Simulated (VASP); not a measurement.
MnS: changing the Hubbard U on Mn d

It takes space group R-3m (No. 166, trigonal). Conventional cell: a = 3.660 Å, b = 3.660 Å, c = 8.913 Å, α = 90.00°, β = 90.00°, γ = 120.00°. Mn (site symmetry -3m) is surrounded by 6 S at 2.58 Å. Around S (site symmetry -3m) lie 6 Mn at 2.58 Å.

The cell is a database's computed one, not the measured one.

Kept alike: task single point; functional PBEsol; k mesh 9 × 9 × 9; occupations fermi-dirac, width 0.05 eV; collinear spin, antiferromagnetic start. Program: VASP, PBE PAW files Mn_pv, S, 520 eV. The mesh is that of the run's cell of 4 atoms. No spin-orbit coupling.

```csv
"Hubbard U on Mn d, U (eV)",pressure (GPa),largest site moment (μB)
2,-1.88,4.35
3,-0.38,4.42
4,0.96,4.48
5,2.15,4.54
6,3.22,4.58
8,4.98,4.66
```

Pressure is positive in compression; the values hold the error of the finite cutoff, so their zero can differ a little from the energy's minimum. How U acts hangs on the program's projectors. The runs hold the magnetic state that their start led to, which needn't be the lowest. Site moments count inside each atom's sphere or projector. All rows use potentials made for PBE. U enters in Dudarev's form.

The pressure rises from -1.88 to 4.98 GPa between 2 and 8 eV. U localises the shell and weakens its bonds, so the cell pushes outwards. The largest site moment rises from 4.35 to 4.66 μB between 2 and 8 eV. U favours whole occupations of the shell, which as a rule raises the local moment.
